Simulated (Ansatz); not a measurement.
We consider wurtzite BeO, described by PBEsol (plane waves, PAW; Ansatz, an electronic-structure program).

Settings: plane-wave cutoff 520 eV, 18×18×8 k mesh (along the axes of the cell as run), Fermi–Dirac smearing 0.01 eV, scalar-relativistic PAW data made under PBE.

Energies at three volumes about the minimum:

```json
[
 {"V (Å³/atom)": "6.727", "E − E_lowest (meV/atom)": "1.93"},
 {"V (Å³/atom)": "6.865", "E − E_lowest (meV/atom)": "0.00"},
 {"V (Å³/atom)": "7.002", "E − E_lowest (meV/atom)": "1.80"}
]
```

### Question
Fit a parabola by hand: where is the minimum, and what is the bulk modulus?

### Answer
Slopes: (0.00 − 1.93)/(6.865 − 6.727) = -13.986 and (1.80 − 0.00)/(7.002 − 6.865) = 13.139 meV/Å³. Curvature E″ = 2 × (13.139 − (-13.986))/(7.002 − 6.727) = 197.273 meV/Å⁶. From the middle of the first interval, the slope vanishes at V0 = 6.7960 − (-13.986)/197.273 = 6.867 Å³/atom. B = V0 E″ = 6.867 × 197.273 meV/Å³ × 0.1602 GPa per meV/Å³ = 217 GPa. The full Birch–Murnaghan fit to all volumes gives V0 = 6.865 Å³/atom and B0 = 218 GPa.

Shape and atoms are relaxed at each volume.

Measured, for comparison: bulk modulus 212 GPa (room temperature, no zero-point or thermal correction, K' fixed at 4, our sources range from 212 to 224; as tabulated in High-pressure and high-temperature crystal chemistry of beryllium oxide (Scilit …). Computed (rounded) less measured: bulk modulus +3 % (inside the range of the sources held).

Note: the bulk modulus comes from volumes at which shape and atoms were relaxed.
